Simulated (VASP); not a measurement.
# C (P6_3/mmc) in VASP: further runs

One crystal, C, is run at these levels: PBE; tasks: relaxation of cell and atoms.

All numbers are computed with VASP 6.6.1; they aren't measurements. Logs are shortened: lines on timing, memory, paths and dates and some standing lists are left out, and cuts for length are marked.

## 1. The structure

Symmetry: P6_3/mmc, No. 194, hexagonal system. The conventional cell has a = 2.456 Å, b = 2.456 Å, c = 6.696 Å, α = 90.00°, β = 90.00°, γ = 120.00°. C (site symmetry -6m2) is surrounded by 3 C at 1.42 Å. Around C (site symmetry -6m2) lie 3 C at 1.42 Å.

## 2. Relaxation of cell and atoms, PBE

INCAR

```
  PREC = Accurate
  ENCUT = 520
  EDIFF = 1E-7
  ISMEAR = 0
  SIGMA = 0.02
  LREAL = False
  LASPH = True
  NELM = 100
  ALGO = Normal
  ISIF = 3
  LWAVE = False
  LCHARG = False
  GGA = PE
  IBRION = 2
  NSW = 80
  EDIFFG = -0.002
```

KPOINTS

```
regular mesh
0
Gamma
  15 15 6
```

POSCAR

```
C
1.0
    2.4560000000      0.0000000000      0.0000000000
   -1.2280000000      2.1269583900      0.0000000000
    0.0000000000      0.0000000000      6.6960000000
C
4
Direct
    0.0000000000      0.0000000000      0.7500000000
    0.0000000000      0.0000000000      0.2500000000
    0.3333333300      0.6666666700      0.7500000000
    0.6666666700      0.3333333300      0.2500000000
```

Potentials or basis: VASP PAW PBE potentials, release 64 (C).

Launch:

```bash
$ cat potpaw_PBE.64/C/POTCAR > POTCAR
$ mpirun -np 1 vasp_std > vasp.out
```

OUTCAR:

```text
PREC = Accurate
   ENCUT = 520
   EDIFF = 1E-7
   ISMEAR = 0
   LREAL = False
   LASPH = True
   NELM = 100
   ISIF = 3
   GGA = PE
   IBRION = 2
   NSW = 80
   EDIFFG = -0.002

 ion  position               nearest neighbor table
   1  0.000  0.000  0.750-   3 1.42   3 1.42   3 1.42
   2  0.000  0.000  0.250-   4 1.42   4 1.42   4 1.42
   3  0.333  0.667  0.750-   1 1.42   1 1.42   1 1.42
   4  0.667  0.333  0.250-   2 1.42   2 1.42   2 1.42

  LATTYP: Found a hexagonal cell.
 ALAT       =     2.4560000000
 C/A-ratio  =     2.7263843648

  Lattice vectors:

 A1 = (   2.4560000000,   0.0000000000,   0.0000000000)
 A2 = (  -1.2280000000,   2.1269583900,   0.0000000000)
 A3 = (   0.0000000000,   0.0000000000,   6.6960000000)

Analysis of symmetry for initial positions (statically):
=====================================================================
 Subroutine PRICEL returns:
 Original cell was already a primitive cell.

 Routine SETGRP: Setting up the symmetry group for a
 hexagonal supercell.

 Subroutine GETGRP returns: Found 24 space group operations
 (whereof 12 operations were pure point group operations)
 out of a pool of 24 trial point group operations.

The static configuration has the point symmetry D_3d.
 The point group associated with its full space group is D_6h.

Analysis of symmetry for dynamics (positions and initial velocities):
=====================================================================
 Subroutine PRICEL returns:
 Original cell was already a primitive cell.

 Routine SETGRP: Setting up the symmetry group for a
 hexagonal supercell.

 Subroutine GETGRP returns: Found 24 space group operations
 (whereof 12 operations were pure point group operations)
 out of a pool of 24 trial point group operations.

The dynamic configuration has the point symmetry D_3d.
 The point group associated with its full space group is D_6h.

 Subroutine INISYM returns: Found 24 space group operations
 (whereof 12 operations are pure point group operations),
 and found     1 'primitive' translations

----------------------------------------------------------------------------------------

                                     Primitive cell

  volume of cell :      34.9786

  direct lattice vectors                    reciprocal lattice vectors
     2.456000000  0.000000000  0.000000000     0.407166124  0.235077471  0.000000000
    -1.228000000  2.126958390  0.000000000     0.000000000  0.470154943  0.000000000
     0.000000000  0.000000000  6.696000000     0.000000000  0.000000000  0.149342891

  length of vectors
     2.456000000  2.455999999  6.696000000     0.470154942  0.470154943  0.149342891

  position of ions in fractional coordinates (direct lattice)
     0.000000000  0.000000000  0.750000000
     0.000000000  0.000000000  0.250000000
     0.333333330  0.666666670  0.750000000
     0.666666670  0.333333330  0.250000000

  ion indices of the primitive-cell ions
   primitive index   ion index
                 1           1
                 2           2
                 3           3
                 4           4

----------------------------------------------------------------------------------------

 KPOINTS: regular mesh

Automatic generation of k-mesh.
 Grid dimensions read from file:
 generate k-points for:   15   15    6

 Generating k-lattice:

  Cartesian coordinates                     Fractional coordinates (reciprocal lattice)
     0.027144408  0.015671831  0.000000000     0.066666667  0.000000000  0.000000000
     0.000000000  0.031343663  0.000000000     0.000000000  0.066666667  0.000000000
     0.000000000  0.000000000  0.024890482     0.000000000  0.000000000  0.166666667

  Length of vectors
     0.031343663  0.031343663  0.024890482

  Shift w.r.t. Gamma in fractional coordinates (k-lattice)
     0.000000000  0.000000000  0.000000000

 Subroutine IBZKPT returns following result:
 ===========================================

 Found    108 irreducible k-points:

 Following reciprocal coordinates:
            Coordinates               Weight
  0.000000  0.000000  0.000000      1.000000
  0.066667  0.000000  0.000000      6.000000
  0.133333  0.000000  0.000000      6.000000
  0.200000 -0.000000  0.000000      6.000000
  0.266667  0.000000  0.000000      6.000000
  0.333333  0.000000  0.000000      6.000000
[... 16 lines left out ...]
  0.333333  0.200000  0.000000     12.000000
  0.400000  0.200000  0.000000      6.000000
 [... further k-points ...]
   k-points           NKPTS =    108   k-points in BZ     NKDIM =    108   number of bands    NBANDS=     12
   number of dos      NEDOS =    301   number of ions     NIONS =      4
   total plane-waves  NPLWV =  16200
   dimension x,y,z NGX =    18 NGY =   18 NGZ =   50
   dimension x,y,z NGXF=    36 NGYF=   36 NGZF=  100
   ions per type =               4
   NGX,Y,Z   is equivalent  to a cutoff of  12.18, 12.18, 12.41 a.u.
   NGXF,Y,Z  is equivalent  to a cutoff of  24.37, 24.37, 24.83 a.u.
 SYSTEM =  unknown system
   PREC   = accura    normal or accurate (medium, high low for compatibility)
   ISTART =      0    job   : 0-new  1-cont  2-samecut
   ICHARG =      2    charge: 1-file 2-atom 10-const
   ISPIN  =      1    spin polarized calculation?
   LNONCOLLINEAR =      F non collinear calculations
   LSORBIT =      F    spin-orbit coupling
   LASPH  =      T    aspherical Exc in radial PAW
   ENCUT  =  520.0 eV  38.22 Ry    6.18 a.u.   4.57  4.57 12.45*2*pi/ulx,y,z
   NELM   =    100;   NELMIN=  2; NELMDL= -5     # of ELM steps
   EDIFF  = 0.1E-06   stopping-criterion for ELM
   LREAL  =      F    real-space projection
   EDIFFG = -.2E-02   stopping-criterion for IOM
   NSW    =     80    number of steps for IOM
   IBRION =      2    ionic relax: 0-MD 1-quasi-New 2-CG
   NFREE  =      1    steps in history (QN), initial steepest desc. (CG)
   ISIF   =      3    stress and relaxation
   ISYM   =      2    0-nonsym 1-usesym 2-fastsym
   POTIM  = 0.5000    time-step for ionic-motion
   TEBEG  =    0.0;   TEEND  =   0.0 temperature during run
   PSTRESS=    0.0 pullay stress
   NELECT =      16.0000    total number of electrons
   NUPDOWN=      -1.0000    fix difference up-down
   EMIN   =  10.00;   EMAX   =-10.00  energy-range for DOS
   EFERMI =   0.00;   METHOD = LEGACY
   ISMEAR =     0;   SIGMA  =   0.02  broadening in eV -4-tet -1-fermi 0-gaus
   EFERMI_NEDOS =   21; number of points for ismear=-14 and -15
   IALGO  =     38    algorithm
   IMIX   =      4    mixing-type and parameters
     AMIX     =   0.40;   BMIX     =  1.00
     AMIX_MAG =   1.60;   BMIX_MAG =  1.00
  volume/ion in A,a.u.               =       8.74        59.01
  Fermi-wavevector in a.u.,A,eV,Ry     =   1.261384  2.383670 21.648079  1.591089
  Thomas-Fermi vector in A             =   2.394846
   LORBIT       =      0    0 simple, 1 ext, 2 COOP (PROOUT), +10 PAW based schemes
   GGA     = PE    functional components
   LHFCALC =     F    Hartree Fock is set to
   AEXX    =    0.0000 exact exchange contribution
   IVDW    =     0    specifies the selected vdW correction
   LEPSILON=     F    determine dielectric tensor
   LRPA    =     F    only Hartree local field effects (RPA)
 conjugate gradient relaxation of ions
 non-spin polarized calculation
 Gauss-broadening in eV      SIGMA  =   0.02
  energy-cutoff  :      520.00
  volume of cell :       34.98
 maximum number of plane-waves:       979
   NGX =  9   NGY =  9   NGZ = 25

--------------------------------------- Ionic step        1  -------------------------------------------

 number of electron      15.9999994 magnetization

 Free energy of the ion-electron system (eV)
  ---------------------------------------------------
  ext. energy  EPLUGINS =         0.00000000
  ---------------------------------------------------
  free energy    TOTEN  =       -36.83428581 eV

  energy without entropy =      -36.83410830  energy(sigma->0) =      -36.83419706

------------------------ aborting loop because EDIFF is reached ----------------------------------------

  FORCE on cell =-STRESS in cart. coord.  units (eV):
  Direction    XX          YY          ZZ          XY          YZ          ZX
  --------------------------------------------------------------------------------------
  -------------------------------------------------------------------------------------
  Total        1.2535294      1.2535294      0.7673174     -0.0000000      0.0000000      0.0000000
  in kB       57.4172380     57.4172379     35.1465620     -0.0000000      0.0000000      0.0000000
  external PRESSURE =      49.9936793 kB  Pullay stress =       0.0000000 kB
[... 137 lines left out ...]
  energy  without entropy=      -36.8488055779  energy(sigma->0) =      -36.84889959

--------------------------------------- Ionic step        5  -------------------------------------------

 number of electron      15.9999995 magnetization

 E-fermi :   4.3183     XC(G=0): -10.0496

 val. band max:        4.3161612762   @ k =   0.3333   0.3333   0.5000
 cond. band min:       4.3241273351   @ k =   0.3333   0.3333   0.3333
 fundamental gap:      0.0079660589
 Fermi energy:         4.3183462137

 k-point     1 :       0.0000    0.0000    0.0000
  band No.  band energies     occupation
      1     -15.2596      2.00000
      2     -15.0373      2.00000
      3      -4.0102      2.00000
      4      -2.3952      2.00000
      5       1.2945      2.00000
      6       1.2945      2.00000
      7       1.3069      2.00000
      8       1.3069      2.00000
      9       8.3321      0.00000
     10      12.6089      0.00000
     11      12.6089      0.00000
     12      12.6458      0.00000
[... 331 lines left out ...]
 k-point    24 :       0.4000    0.2000    0.0000
  band No.  band energies     occupation
      1      -9.3585      2.00000
      2      -9.2818      2.00000
      3      -8.3399      2.00000
      4      -8.2905      2.00000
      5      -4.5195      2.00000
      6      -4.4462      2.00000
      7       2.5096      2.00000
      8       3.0504      2.00000
      9       5.6307      0.00000
     10       5.7686      0.00000
     11      14.8322      0.00000
     12      15.3748      0.00000

 [... further k-points ...]

------------------------ aborting loop because EDIFF is reached ----------------------------------------

  FORCE on cell =-STRESS in cart. coord.  units (eV):
  Direction    XX          YY          ZZ          XY          YZ          ZX
  --------------------------------------------------------------------------------------
  -------------------------------------------------------------------------------------
  Total       -0.1751477     -0.1751477      0.4771499      0.0000000      0.0000000      0.0000000
  in kB       -7.6237927     -7.6237927     20.7692780      0.0000000      0.0000000      0.0000000
  external PRESSURE =       1.8405642 kB  Pullay stress =       0.0000000 kB
[... 137 lines left out ...]
  energy  without entropy=      -36.8813230622  energy(sigma->0) =      -36.88143745

--------------------------------------- Ionic step        9  -------------------------------------------

 number of electron      15.9999997 magnetization

 Free energy of the ion-electron system (eV)
  ---------------------------------------------------
  ext. energy  EPLUGINS =         0.00000000
  ---------------------------------------------------
  free energy    TOTEN  =       -36.88322362 eV

  energy without entropy =      -36.88299483  energy(sigma->0) =      -36.88310923

 E-fermi :   3.7163     XC(G=0):  -9.5343

 val. band max:        3.7151333247   @ k =   0.3333   0.3333   0.5000
 cond. band min:       3.7188608596   @ k =   0.3333   0.3333   0.3333
 fundamental gap:      0.0037275350
 Fermi energy:         3.7162768915

 k-point     1 :       0.0000    0.0000    0.0000
  band No.  band energies     occupation
      1     -15.8394      2.00000
      2     -15.7225      2.00000
      3      -4.3853      2.00000
      4      -3.3283      2.00000
      5       0.6771      2.00000
      6       0.6771      2.00000
      7       0.6825      2.00000
      8       0.6825      2.00000
      9       7.2751      0.00000
     10      12.0107      0.00000
     11      12.0107      0.00000
     12      12.0282      0.00000
[... 331 lines left out ...]
 k-point    24 :       0.4000    0.2000    0.0000
  band No.  band energies     occupation
      1      -9.9621      2.00000
      2      -9.9236      2.00000
      3      -8.9596      2.00000
      4      -8.9341      2.00000
      5      -5.1287      2.00000
      6      -5.0932      2.00000
      7       2.0306      2.00000
      8       2.3712      2.00000
      9       4.9868      0.00000
     10       5.1099      0.00000
     11      14.3233      0.00000
     12      14.6872      0.00000

 [... further k-points ...]

------------------------ aborting loop because EDIFF is reached ----------------------------------------

  FORCE on cell =-STRESS in cart. coord.  units (eV):
  Direction    XX          YY          ZZ          XY          YZ          ZX
  --------------------------------------------------------------------------------------
  -------------------------------------------------------------------------------------
  Total        0.0004174      0.0004174      0.0009339      0.0000000      0.0000000      0.0000000
  in kB        0.0168598      0.0168598      0.0377228      0.0000000      0.0000000      0.0000000
  external PRESSURE =       0.0238141 kB  Pullay stress =       0.0000000 kB
[... 19 lines left out ...]
  FREE ENERGIE OF THE ION-ELECTRON SYSTEM (eV)
  ---------------------------------------------------
  free  energy   TOTEN  =       -36.8832236233 eV

  energy  without entropy=      -36.8829948344  energy(sigma->0) =      -36.88310923

 reached required accuracy - stopping structural energy minimisation
```

It took 2.3 min on 1 thread of AMD EPYC 9R45 (Zen 5), shared host; peak memory 0.13 GiB.

What came out:

- Free energy: -36.8832 eV
- Relaxed volume: 9.92 Å³/atom
- Relaxed cell: a = 2.468 Å, b = 2.468 Å, c = 7.522 Å, α = 90.00°, β = 90.00°, γ = 120.00°
- Space group after relaxing (to 0.05 Å): P6_3/mmc (No. 194)
- Energy gained by relaxing: 12.2 meV/atom
- Ionic steps: 9
- Pressure after relaxing: 0.0 GPa
- Band gap on the k mesh: none (metal or under the smearing width)

The path:
```csv
step,energy change (eV),largest force (eV/Å),pressure (GPa),volume (Å³)
1,0.0000,0.0000,5.00,34.98
2,0.0166,0.0000,-7.07,36.38
3,-0.0080,0.0000,0.40,35.48
4,-0.0147,0.0000,0.34,35.81
5,-0.0306,0.0000,0.18,36.81
6,-0.0472,0.0000,-0.08,38.80
7,-0.0489,0.0000,-0.21,39.69
8,-0.0473,0.0000,1.85,39.43
9,-0.0489,0.0000,0.00,39.67
```

Final structure:
```
C
1.0
     2.46763    0.00000    0.00000
    -1.23381    2.13703    0.00000
     0.00000    0.00000    7.52181
C
4
Direct
  0.00000 0.00000 0.75000
  0.00000 0.00000 0.25000
  0.33333 0.66667 0.75000
  0.66667 0.33333 0.25000
```

Levels at points of the mesh, in eV from the Fermi level:
| k point | band 4 | band 5 | band 6 | band 7 | band 8 | band 9 | band 10 | band 11 | band 12 |
| --- | --- | --- | --- | --- | --- | --- | --- | --- | --- |
| (0.00, 0.00, 0.00) | -7.04 | -3.04 | -3.04 | -3.03 | -3.03 | 3.56 | 8.29 | 8.29 | 8.31 |
| (0.00, 0.00, 0.50) | -7.61 | -3.04 | -3.04 | -3.04 | -3.04 | 5.42 | 5.42 | 8.30 | 8.30 |

Caveat: this functional lacks dispersion, which binds the layers, so the pressure and a relaxed spacing across them are unreliable; the volume moved by +13 % from the deposited cell, more than functionals usually miss. PBE usually gives volumes a little too large and moduli too small.

## 3. Relaxation of cell and atoms, PBE

This run uses another cell than the first one, of 9.92 Å³/atom, 1.134 times its volume.

INCAR is that of step 2.

KPOINTS is that of step 2.

POSCAR

```
C                                       
1.0
    2.4676271246     -0.0000000000     -0.0000000000
   -1.2338135623      2.1370277752      0.0000000000
   -0.0000000000      0.0000000000      7.5218123845
  C             
     4
Direct
     0.0000000000000000    0.0000000000000000    0.7500000000000000
     0.0000000000000000    0.0000000000000000    0.2500000000000000
     0.3333333300000021    0.6666666699999979    0.7500000000000000
     0.6666666699999979    0.3333333300000021    0.2500000000000000
```

Potentials or basis: VASP PAW PBE potentials, release 64 (C).

Launch:

```bash
$ cat potpaw_PBE.64/C/POTCAR > POTCAR
$ mpirun -np 1 vasp_std > vasp.out
```

It took 4.4 min on 1 thread of AMD EPYC 9R45 (Zen 5), shared host; peak memory 0.14 GiB.

The run converged. Its results:

- Free energy: -36.8971 eV
- Relaxed volume: 10.61 Å³/atom
- Relaxed cell: a = 2.468 Å, b = 2.468 Å, c = 8.047 Å, α = 90.00°, β = 90.00°, γ = 120.00°
- Space group after relaxing (to 0.05 Å): P6_3/mmc (No. 194)
- Energy gained by relaxing: 1.5 meV/atom
- Ionic steps: 18
- Pressure after relaxing: 0.0 GPa
- Band gap on the k mesh: none (metal or under the smearing width)

The path:
| step | energy change (eV) | largest force (eV/Å) | pressure (GPa) | volume (Å³) |
| --- | --- | --- | --- | --- |
| 1 | 0.0000 | 0.0000 | 0.27 | 39.67 |
| 2 | -0.0003 | 0.0000 | 0.14 | 39.76 |
| 3 | -0.0012 | 0.0000 | -0.31 | 40.05 |
| 4 | -0.0020 | 0.0000 | -1.16 | 40.64 |
| 5 | -0.0021 | 0.0000 | -1.16 | 40.65 |
| 6 | -0.0022 | 0.0000 | -1.10 | 40.68 |
| 7 | -0.0026 | 0.0000 | -1.00 | 40.75 |
| 8 | -0.0032 | 0.0000 | -0.81 | 40.88 |
| 9 | -0.0043 | 0.0000 | -0.44 | 41.15 |
| 10 | -0.0054 | 0.0000 | 0.30 | 41.68 |
| 11 | -0.0055 | 0.0000 | 0.58 | 41.89 |
| 12 | -0.0057 | 0.0000 | 0.43 | 42.09 |
| 13 | -0.0058 | 0.0000 | 0.23 | 42.34 |
| 14 | -0.0057 | 0.0000 | -0.14 | 42.84 |
| 15 | -0.0058 | 0.0000 | 0.12 | 42.49 |
| 16 | -0.0058 | 0.0000 | 0.11 | 42.50 |
| 17 | -0.0058 | 0.0000 | 0.04 | 42.46 |
| 18 | -0.0058 | 0.0000 | 0.01 | 42.45 |

Final structure:
```cif
data_structure
_symmetry_space_group_name_H-M 'P 1'
_symmetry_Int_Tables_number 1
_cell_length_a 2.4679
_cell_length_b 2.4679
_cell_length_c 8.0475
_cell_angle_alpha 90.000
_cell_angle_beta 90.000
_cell_angle_gamma 120.000
_cell_volume 42.45
loop_
_atom_site_label
_atom_site_type_symbol
_atom_site_fract_x
_atom_site_fract_y
_atom_site_fract_z
_atom_site_occupancy
C1 C 0.00000 0.00000 0.75000 1
C2 C 0.00000 0.00000 0.25000 1
C3 C 0.33333 0.66667 0.75000 1
C4 C 0.66667 0.33333 0.25000 1
```

Levels at points of the mesh, in eV from the Fermi level:
| k point | band 4 | band 5 | band 6 | band 7 | band 8 | band 9 | band 10 | band 11 | band 12 |
| --- | --- | --- | --- | --- | --- | --- | --- | --- | --- |
| (0.00, 0.00, 0.00) | -7.23 | -3.04 | -3.04 | -3.04 | -3.04 | 3.27 | 7.15 | 8.29 | 8.29 |
| (0.00, 0.00, 0.50) | -7.61 | -3.04 | -3.04 | -3.04 | -3.04 | 4.78 | 4.78 | 8.30 | 8.30 |

Caveat: this functional lacks dispersion, which binds the layers, so the pressure and a relaxed spacing across them are unreliable. Zero-point motion and thermal expansion aren't in these numbers.
